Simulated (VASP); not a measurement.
# GaN (P6_3mc) in VASP: Born charges and dielectric tensor with LDA

Aim: the Born charges and dielectric tensor of GaN with LDA.

All numbers are computed with VASP 6.6.1; they aren't measurements. Logs are shortened: lines on timing, memory, paths and dates and some standing lists are left out, and cuts for length are marked.

**What was measured.**

“Studying electronic properties in GaN without electrical contacts using γ-γ vs e−-γ Perturbed Angular Correlations”, 2019, pmc:6823545 quotes, for a bulk crystal of GaN: band gap 3.503 ± 0.005 eV (direct).

How close the calculation comes is told below.

## (1) The crystal as given

Symmetry: P6_3mc, No. 186, hexagonal system. Conventional cell: a = 3.157 Å, b = 3.157 Å, c = 5.146 Å, α = 90.00°, β = 90.00°, γ = 120.00°. Ga (site symmetry 3m) has 4 N at 1.93 to 1.94 Å as nearest neighbours. Around N (site symmetry 3m) lie 4 Ga at 1.93 to 1.94 Å.

The cell is a database's computed one.

## (2) Born charges and dielectric tensor, LDA

Input file INCAR:

```
SYSTEM = GaN
  ALGO = Fast
  EDIFF = 1E-8
  ENCUT = 600
  IBRION = 8
  ISIF = 2
  ISMEAR = 0
  LASPH = .True.
  LCHARG = .False.
  LEPSILON = .True.
  LREAL = .False.
  LWAVE = .False.
  NELM = 80
  NSW = 1
  PREC = Accurate
  SIGMA = 0.02
```

Input file KPOINTS:

```
k-points
0
Gamma
  12 12 6
  0 0 0
```

Input file POSCAR:

```
GaN
1.0
    3.1569800000      0.0000000000      0.0000000000
   -1.5784900000      2.7340200000      0.0000000000
    0.0000000000      0.0000000000      5.1464800000
Ga N
2 2
Direct
    0.6666700000      0.3333300000      0.4992900000
    0.3333300000      0.6666700000      0.9992900000
    0.6666700000      0.3333300000      0.8757100000
    0.3333300000      0.6666700000      0.3757100000
```

Potentials or basis: VASP PAW LDA potentials, release 64 (Ga_d, N).

On the command line:

```sh
$ cat potpaw_LDA.64/Ga_d/POTCAR potpaw_LDA.64/N/POTCAR > POTCAR
$ mpirun -np 1 vasp_std > vasp.out
```

OUTCAR:

```text
SYSTEM = GaN
   EDIFF = 1E-8
   ENCUT = 600
   IBRION = 8
   ISIF = 2
   ISMEAR = 0
   LASPH = .True.
   LEPSILON = .True.
   LREAL = .False.
   NELM = 80
   NSW = 1
   PREC = Accurate

 ion  position               nearest neighbor table
   1  0.667  0.333  0.499-   4 1.93   4 1.93   4 1.93   3 1.94
   2  0.333  0.667  0.999-   3 1.93   3 1.93   3 1.93   4 1.94
   3  0.667  0.333  0.876-   2 1.93   2 1.93   2 1.93   1 1.94
   4  0.333  0.667  0.376-   1 1.93   1 1.93   1 1.93   2 1.94

  LATTYP: Found a hexagonal cell.
 ALAT       =     3.1569800000
 C/A-ratio  =     1.6301908786

  Lattice vectors:

 A1 = (   3.1569800000,   0.0000000000,   0.0000000000)
 A2 = (  -1.5784900000,   2.7340200000,   0.0000000000)
 A3 = (   0.0000000000,   0.0000000000,   5.1464800000)

Analysis of symmetry for initial positions (statically):
=====================================================================
 Subroutine PRICEL returns:
 Original cell was already a primitive cell.

 Routine SETGRP: Setting up the symmetry group for a
 hexagonal supercell.

 Subroutine GETGRP returns: Found  4 space group operations
 (whereof  2 operations were pure point group operations)
 out of a pool of 24 trial point group operations.

The static configuration has the point symmetry C_1h.
 The point group associated with its full space group is C_2v.

Analysis of symmetry for dynamics (positions and initial velocities):
=====================================================================
 Subroutine PRICEL returns:
 Original cell was already a primitive cell.

 Routine SETGRP: Setting up the symmetry group for a
 hexagonal supercell.

 Subroutine GETGRP returns: Found  4 space group operations
 (whereof  2 operations were pure point group operations)
 out of a pool of 24 trial point group operations.

The dynamic configuration has the point symmetry C_1h.
 The point group associated with its full space group is C_2v.

 Subroutine INISYM returns: Found  4 space group operations
 (whereof  2 operations are pure point group operations),
 and found     1 'primitive' translations

----------------------------------------------------------------------------------------

                                     Primitive cell

  volume of cell :      44.4205

  direct lattice vectors                    reciprocal lattice vectors
     3.156980000  0.000000000  0.000000000     0.316758421  0.182880886  0.000000000
    -1.578490000  2.734020000  0.000000000     0.000000000  0.365761772  0.000000000
     0.000000000  0.000000000  5.146480000     0.000000000  0.000000000  0.194307566

  length of vectors
     3.156980000  3.156975774  5.146480000     0.365761282  0.365761772  0.194307566

  position of ions in fractional coordinates (direct lattice)
     0.666670000  0.333330000  0.499290000
     0.333330000  0.666670000  0.999290000
     0.666670000  0.333330000  0.875710000
     0.333330000  0.666670000  0.375710000

  ion indices of the primitive-cell ions
   primitive index   ion index
                 1           1
                 2           2
                 3           3
                 4           4
[... 792 lines left out ...]
    -0.00000  0.00000 -1.01535

[... ionic steps 4 to 9 ...]

--------------------------------------- Ionic step       10  -------------------------------------------

------------------------ aborting loop because EDIFF is reached ----------------------------------------

[... ionic steps 11 to 11 ...]

--------------------------------------- Ionic step       12  -------------------------------------------

 Free energy of the ion-electron system (eV)
  ---------------------------------------------------
  ---------------------------------------------------
  free energy    TOTEN  =        -0.24477561 eV

  energy without entropy =       -0.24477561

------------------------ aborting loop because EDIFF is reached ----------------------------------------

 INTERNAL STRAIN TENSOR  FOR ION    3  DIRECTION 3   (eV/Angst):
 -----------------------------------------------------------------------------
     5.72603 -0.01217  0.03332
    -0.01217  5.71195 -0.01924
    -0.02019  0.01166-10.77912

 MACROSCOPIC STATIC DIELECTRIC TENSOR (including local field effects in DFT)
 ------------------------------------------------------
           5.595210    -0.000009     0.000000
          -0.000009     5.595181     0.000000
           0.000000     0.000000     5.779242
 ------------------------------------------------------

 PIEZOELECTRIC TENSOR (including local field effects)  for field in x, y, z        (e  Angst)
          XX          YY          ZZ          XY          YZ          ZX
  --------------------------------------------------------------------------------
  x     0.00000     0.00000     0.00000     0.00000     0.00006     1.53294
  y     0.00000     0.00000     0.00000     0.00000     1.53300     0.00006
  z     1.38478     1.38486    -2.81508     0.00007     0.00000     0.00000

 PIEZOELECTRIC TENSOR (including local field effects)  for field in x, y, z        (C/m^2)
          XX          YY          ZZ          XY          YZ          ZX
  --------------------------------------------------------------------------------
  x     0.00000     0.00000     0.00000     0.00000     0.00002     0.55291
  y     0.00000     0.00000     0.00000     0.00000     0.55293     0.00002
  z     0.49947     0.49950    -1.01535     0.00003     0.00000     0.00000

 BORN EFFECTIVE CHARGES (including local field effects) (in |e|, cummulative output)
 ---------------------------------------------------------------------------------
 ion    1
    1     2.58010     0.00000     0.00002
    2     0.00000     2.58010    -0.00001
    3     0.00001    -0.00001     2.71634
 ion    2
    1     2.58010     0.00000    -0.00002
    2     0.00000     2.58010     0.00001
    3    -0.00001     0.00001     2.71634
 ion    3
    1    -2.58010    -0.00000     0.00001
    2    -0.00000    -2.58010    -0.00001
    3    -0.00007     0.00004    -2.71634
 ion    4
    1    -2.58010    -0.00000    -0.00001
    2    -0.00000    -2.58010     0.00001
    3     0.00007    -0.00004    -2.71634

 INTERNAL STRAIN TENSOR FOR ION    4 for displacements in x,y,z  (eV/Angst):
          X           Y           Z          XY          YZ          ZX
  --------------------------------------------------------------------------------
  x    -0.00266    -0.00313     0.00132   -10.08649    -0.01426     5.69260
  y    -9.98002     9.98333    -0.00076    -0.18082     5.92948     0.00950
  z     5.72603     5.71195   -10.77912    -0.01217    -0.01166    -0.03332

 SECOND DERIVATIVES (NOT SYMMETRIZED)
 ------------------------------------
               1X          1Y          1Z          2X          2Y          2Z          3X          3Y          3Z          4X          4Y          4Z
  1X   -13.973548   -0.000862    0.000928    0.452308    0.000328   -0.000107    1.039172   -0.000581   -0.000002   12.482069    0.001115   -0.000820
  1Y    -0.000862  -13.974494   -0.000536    0.000328    0.452685    0.000062   -0.000581    1.038498    0.000001    0.001115   12.483312    0.000473
  1Z    -0.000131    0.000076  -20.923792   -0.001881    0.001086    8.477331    0.001116   -0.000644    7.385077    0.000896   -0.000518    5.061384
  2X     0.452308    0.000328    0.000107  -13.973548   -0.000862   -0.000928   12.482069    0.001115    0.000820    1.039172   -0.000581    0.000002
  2Y     0.000328    0.452685   -0.000062   -0.000862  -13.974494    0.000536    0.001115   12.483312   -0.000473   -0.000581    1.038498   -0.000001
  2Z     0.001881   -0.001086    8.477331    0.000131   -0.000076  -20.923792   -0.000896    0.000518    5.061384   -0.001116    0.000644    7.385077
  3X     1.043463   -0.001005   -0.000514   12.482576    0.001663    0.001429  -14.193538   -0.001663   -0.001032    0.667498    0.001004    0.000116
  3Y    -0.001005    1.042299    0.000297    0.001663   12.484452   -0.000825   -0.001663  -14.195407    0.000596    0.001004    0.668656   -0.000067
  3Z    -0.000035    0.000020    7.364473    0.000931   -0.000538    5.118877   -0.000462    0.000267  -18.768691   -0.000434    0.000251    6.285340
  4X    12.482576    0.001663   -0.001429    1.043463   -0.001005    0.000514    0.667498    0.001004   -0.000116  -14.193538   -0.001663    0.001032
  4Y     0.001663   12.484452    0.000825   -0.001005    1.042299   -0.000297    0.001004    0.668656    0.000067   -0.001663  -14.195407   -0.000596
  4Z    -0.000931    0.000538    5.118877    0.000035   -0.000020    7.364473    0.000434   -0.000251    6.285340    0.000462   -0.000267  -18.768691

 Eigenvectors and eigenvalues of the dynamical matrix
 ----------------------------------------------------

   1 f  =   20.935461 THz   131.541380 2PiTHz  698.331805 cm-1    86.582070 meV
             X         Y         Z           dx          dy          dz
      1.578506  0.911331  2.569586     0.000034   -0.000020    0.037642
     -0.000016  1.822689  5.142826     0.000034   -0.000020   -0.037642
      1.578506  0.911331  4.506824    -0.000080    0.000046   -0.706104
     -0.000016  1.822689  1.933584    -0.000080    0.000046    0.706104
[... 71 lines left out ...]
  12 f/i=    0.008926 THz     0.056081 2PiTHz    0.297725 cm-1     0.036913 meV
             X         Y         Z           dx          dy          dz
      1.578506  0.911331  2.569586    -0.000037    0.000021   -0.645439
     -0.000016  1.822689  5.142826     0.000037   -0.000021   -0.645439
      1.578506  0.911331  4.506824     0.000011   -0.000006   -0.288805
     -0.000016  1.822689  1.933584    -0.000011    0.000006   -0.288805

--------------------------------------------------------------------------------------------------------

 MACROSCOPIC STATIC DIELECTRIC TENSOR IONIC CONTRIBUTION
 ------------------------------------------------------
           4.010447    -0.000170    -0.000000
          -0.000170     4.010236     0.000000
          -0.000000     0.000000     4.822712
 ------------------------------------------------------

 ELASTIC MODULI CONTR FROM IONIC RELAXATION (kBar)
 Direction    XX          YY          ZZ          XY          YZ          ZX
 --------------------------------------------------------------------------------
 XX        -679.1095    299.2112    358.2844     -1.0729      0.0000      0.0000
 YY         299.2112   -674.7477    353.9421      4.8461     -0.0000     -0.0000
 ZZ         358.2844    353.9421   -671.4896     -3.7595      0.0000     -0.0000
 XY          -1.0729      4.8461     -3.7595   -501.4744      0.0000      0.0000
 YZ           0.0000     -0.0000      0.0000     -0.0000   -168.4896     -0.4893
 ZX           0.0000     -0.0000     -0.0000     -0.0000     -0.4893   -177.0032
 --------------------------------------------------------------------------------

 PIEZOELECTRIC TENSOR IONIC CONTR  for field in x, y, z        (C/m^2)
          XX          YY          ZZ          XY          YZ          ZX
  --------------------------------------------------------------------------------
  x     0.00000    -0.00000     0.00000    -0.00000    -0.00218    -0.79278
  y     0.00000    -0.00000     0.00000    -0.00000    -0.77345     0.00004
  z    -0.90352    -0.89252     1.69331     0.00952    -0.00000     0.00000
```

Wall time 1.6 h (1 thread of Intel Xeon Platinum 8259CL at 2.50GHz (Skylake/Cascade Lake), shared host); peak memory 1.2 GiB.

What came out:

```yaml
Band_gap_on_the_k_mesh: 2.11 eV, direct
Electronic_dielectric_tensor_diagonal: 5.60, 5.60, 5.78
Born_charges_mean_of_the_diagonal: Ga +2.63; N -2.63 e
Highest_phonon_frequency_at_Γ_LO-TO_splitting_left_out: 698 cm⁻¹
```

Phonon frequencies in cm⁻¹ (negative: imaginary):
```tsv
q point	frequencies
(0.000, 0.000, 0.000)	0 0 0 139 139 337 539 562 562 570 571 698
```

Electronic dielectric tensor:
```
5.60 0.00 0.00
0.00 5.60 0.00
0.00 0.00 5.78
```

Born effective charge tensors (e):
atom 1, Ga
```
2.58 0.00 0.00
0.00 2.58 0.00
0.00 0.00 2.72
```
atom 2, Ga
```
2.58 0.00 0.00
0.00 2.58 0.00
0.00 0.00 2.72
```
atom 3, N
```
-2.58  0.00  0.00
 0.00 -2.58  0.00
 0.00  0.00 -2.72
```
atom 4, N
```
-2.58  0.00  0.00
 0.00 -2.58  0.00
 0.00  0.00 -2.72
```

## (3) How close it comes

Step 2. Against the measured gap of GaN, 3.503 eV (direct; quoted in “Studying electronic properties in GaN without electrical contacts using γ-γ vs e−-γ Perturbed Angular Correlations”, 2019, pmc:6823545), the calculated 2.11 eV is off by -1.39 eV. Spin-orbit coupling on Ga is left out. The value is that of LDA, without temperature or zero-point motion. Semilocal functionals fall short of measured gaps as a rule. The cell is a database's relaxed one, not the measured one, which moves gaps too.
